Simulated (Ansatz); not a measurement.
## As: eigenvalues along the path

```
As
1.0
     2.72930    0.00000    0.00000
     0.00000    2.72930    0.00000
     0.00000    0.00000    2.72930
As
1
Cartesian
  0.0000 0.0000 0.0000
```

The structure comes from a relaxation in the same program, started in the sc type, and has space group Pm-3m. Whether it is a known phase or the ground state wasn't checked.

Computed with DFT, PBE, all-electron LAPW, Dirac equation with spin-orbit coupling (Ansatz 0.2.0).

Settings: a Γ-centred 13×13×13 k mesh, Fermi–Dirac smearing of 0.03 eV, basis error target 0.5 meV/atom, no spin polarisation.

Path points, in fractions of the reciprocal vectors: Γ (0.000, 0.000, 0.000), X (0.000, 0.500, 0.000), M (0.500, 0.500, 0.000), R (0.500, 0.500, 0.500). Levels in eV from the Fermi level, one of each degenerate spinor pair; bands 19 to 29, counted from the lowest band of the run. The gap is zero.

```
# k(1/Å) point b19 b21 b23 b25 b27 b29
0.000 Γ -14.82 3.65 4.09 4.09 8.47 8.47
0.230 - -14.64 1.96 3.97 4.25 8.64 9.59
0.460 - -14.12 -1.02 4.39 4.70 9.12 10.33
0.691 - -13.29 -3.75 5.03 5.36 9.87 11.27
0.921 - -12.33 -5.88 5.66 6.02 10.73 12.53
1.151 X -11.80 -6.81 5.95 6.32 11.18 13.86
1.381 - -11.62 -6.64 4.41 6.30 11.07 12.23
1.611 - -11.09 -6.14 1.58 6.71 7.94 13.28
1.842 - -10.25 -5.40 -1.10 5.27 7.33 14.28
2.072 - -9.25 -4.62 -3.25 3.32 7.93 15.48
2.302 M -8.67 -4.32 -4.13 2.55 8.20 16.40
2.628 - -9.80 -3.83 -3.48 4.10 7.66 14.64
2.953 - -11.76 -2.60 -2.06 6.42 7.95 12.39
3.279 - -13.41 -0.62 -0.09 5.15 10.35 13.05
3.604 - -14.47 1.94 2.33 4.27 9.25 11.14
3.930 Γ -14.82 3.65 4.09 4.09 8.47 8.47
4.329 - -14.29 2.00 2.26 2.67 11.26 11.34
4.727 - -12.71 -0.09 0.13 0.90 12.60 14.46
5.126 - -10.22 -1.39 -1.17 -0.19 8.78 10.03
5.525 - -7.21 -1.92 -1.68 -0.96 6.22 7.03
5.924 R -5.23 -2.10 -1.75 -1.75 5.92 5.92
6.249 - -6.60 -2.56 -1.46 -0.80 5.68 6.31
6.575 - -8.69 -4.04 -0.24 0.84 6.32 7.46
6.900 - -10.38 -5.49 1.74 2.78 8.08 9.36
7.226 - -11.44 -6.47 4.27 4.94 10.76 12.02
7.552 X -11.80 -6.81 5.95 6.32 11.18 13.86
9.179 R -5.23 -2.10 -1.75 -1.75 5.92 5.92
9.410 - -5.95 -2.33 -2.09 -0.76 5.24 6.63
9.640 - -7.06 -3.02 -2.81 1.47 4.15 8.49
9.870 - -7.94 -3.70 -3.50 3.28 4.12 11.10
10.100 - -8.48 -4.16 -3.97 2.73 6.78 14.26
10.330 M -8.67 -4.32 -4.13 2.55 8.20 16.40
```
